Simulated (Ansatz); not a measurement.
# Zone-centre phonons of AlN at 8 GPa: input and output

These are results of DFT PBE, scalar-relativistic, plane waves, PAW (Ansatz 0.2.0), not measurements.

Launched with:
```bash
ansatz run input.yaml --threads 1 --pin off --max-ram 3072MiB --backend cpu --events-out ev --progress --plain --runs-dir out
```

Input (bare energies are in eV):
```yaml
crystal:
  lattice:
    - [3.0930163755, 0.0, 0.0]
    - [-1.5465081878, 2.6786307555, 0.0]
    - [0.0, 0.0, 4.9453226354]
  atoms:
    - { symbol: Al, position: [0.3333333333, 0.6666666667, 0.0013559258] }
    - { symbol: Al, position: [0.6666666667, 0.3333333333, 0.5013559258] }
    - { symbol: "N", position: [0.3333333333, 0.6666666667, 0.3836440742] }
    - { symbol: "N", position: [0.6666666667, 0.3333333333, 0.8836440742] }
basis:
  ecutwfc: 420
kpoints:
  mp_grid: { grid: [12, 12, 6] }
hamiltonian:
  xc: pbe
scf:
  occupations: { method: fixed }
output:
  eigenvalues: true
phonons:
  method: dfpt
  dielectric: true
  rigid_motions: translations
  eigenvectors: true
```

Results section of the output:
```
--- Phonons (Γ-DFPT): 4 representative perturbations + reference, on 242 of 864 k-points (Σ response iterations 12) ---
  k mesh reduced under 2 symmetry operations, with k and −k counted as one. Each operation leaves every solved perturbation unchanged. A smaller set is not considered because the run solves the response ...
  ASR residual: 5.186e-4 → 0.000e0 eV/Å²; symmetrization residual: 3.504e-4 eV/Å²
  ASR residual per site (eV/Å²): 5.19e-4 5.19e-4 4.45e-4 4.45e-4
  Γ frequencies (cm⁻¹): 0.00 0.00 0.00 236.33 236.33 554.65 625.64 676.33 676.33 685.32 685.32 735.33
  ε∞ (high-frequency dielectric tensor):
        4.401062     0.000000     0.000000
        0.000000     4.401062     0.000000
        0.000000     0.000000     4.626682
  ε⁰ (static dielectric tensor: ions relaxed, cell fixed):
        7.934608     0.000000    -0.000000
        0.000000     7.934608    -0.000000
       -0.000000    -0.000000     9.432110
  ε⁰ − ε∞ (ionic part):
        3.533545     0.000000    -0.000000
        0.000000     3.533545    -0.000000
       -0.000000    -0.000000     4.805428
  softest optical mode at Γ: 236.33 cm⁻¹; the repairs (sum rule, projections) moved no ω² at Γ by more than (9.50 cm⁻¹)²
  Born effective charges Z* (e; rows j = field, columns β = displacement):
    site 0:
         2.52400    0.00000    0.00000
         0.00000    2.52400    0.00000
        -0.00000   -0.00000    2.68709
    site 1:
         2.52400    0.00000    0.00000
         0.00000    2.52400   -0.00000
        -0.00000   -0.00000    2.68709
    site 2:
        -2.52400   -0.00000   -0.00000
        -0.00000   -2.52400    0.00000
         0.00000    0.00000   -2.68709
    site 3:
        -2.52400   -0.00000   -0.00000
        -0.00000   -2.52400   -0.00000
        -0.00000   -0.00000   -2.68709
  Z* charge neutrality: 1.655e-3 e pre-enforcement
  solved inside a basis spanned on kpoints, on 12×12×6 k-points, its susceptibility summed on 16×16×10: ε∞ is read to err by 1.4e-2, Z* by 1.1e-2 e (field_mesh: kpoints solves on kpoints); Z* is corrected for ...
  optical modes at Γ without the LO–TO term, one row a degenerate level:
      ω (cm⁻¹) modes IR ((D/Å)²/amu)
        236.33      2             0.0000
        554.65      1             0.0000
        625.64      1            36.1332
        676.33      2             0.0000
        685.32      2            63.7605
        735.33      1             0.0000
  optical modes at Γ + LO–TO along q̂ = [1.0000, 0.0000, 0.0000]:
      ω (cm⁻¹) modes IR ((D/Å)²/amu)
        236.33      2             0.0000
        554.65      1             0.0000
        625.64      1            36.1332
        676.33      2             0.0000
        685.32      1            31.8802
        735.33      1             0.0000
        920.18      1            31.8802
  optical modes at Γ + LO–TO along q̂ = [0.0000, 1.0000, 0.0000]:
      ω (cm⁻¹) modes IR ((D/Å)²/amu)
        236.33      2             0.0000
        554.65      1             0.0000
        625.64      1            36.1332
        676.33      2             0.0000
        685.32      1            31.8802
        735.33      1             0.0000
        920.18      1            31.8802
  optical modes at Γ + LO–TO along q̂ = [0.0000, 0.0000, 1.0000]:
      ω (cm⁻¹) modes IR ((D/Å)²/amu)
        236.33      2             0.0000
        554.65      1             0.0000
        676.33      2             0.0000
        685.32      2            63.7605
        735.33      1             0.0000
        893.29      1            36.1332
```

It took 2 min on 1 thread of Intel(R) Xeon(R) Platinum 8259CL CPU @ 2.50GHz (Skylake/Cascade Lake), on a shared host, peak memory 0.81 GiB.